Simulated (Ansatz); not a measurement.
SiS₂, one structure, two calculations

Cell: a computed structure from the Materials Project (it need not be an observed phase).

Space group Ibam (No. 72); a = 5.7494, b = 9.8209, c = 5.5487 Å.

```csv
site,Wyckoff,site symmetry,x,y,z
Si,4a,222,0.0000,0.0000,0.7500
S,8j,..m,0.2986,0.3847,0.5000
```

One atom of each set is listed; the run and its k-mesh use a cell of 6 atoms with edges of 6.33, 6.33, 6.33 Å.

First run. Method: Kohn–Sham DFT in Ansatz, PBE, plane waves and PAW, scalar-relativistic, 420 eV cutoff, Γ-centred 8×8×8 k-points, Fermi–Dirac smearing 0.01 eV.

| site | V_zz (10²¹ V/m²) | η |
| --- | --- | --- |
| Si | -0.50 | 0.35 |
| S | -12.82 | 0.67 |

Second run. The same atoms and settings, except that the functional is r2SCAN and the cutoff is 500 eV.

(1) Given the first result, estimate the second.

Results:

(1) 

| site | V_zz | η | change of V_zz |
| --- | --- | --- | --- |
| Si | -0.57 | 0.31 | -0.07 |
| S | -12.60 | 0.67 | +0.22 |

The largest change of V_zz is on S, from -12.82 to -12.60. In per cent, |V_zz| changes by +12 on Si, -2 on S (all sites that start above 0.5).

For the first run: The largest force is 0.3 eV/Å, so the atoms aren't at the calculated equilibrium and relaxing them would move these values.
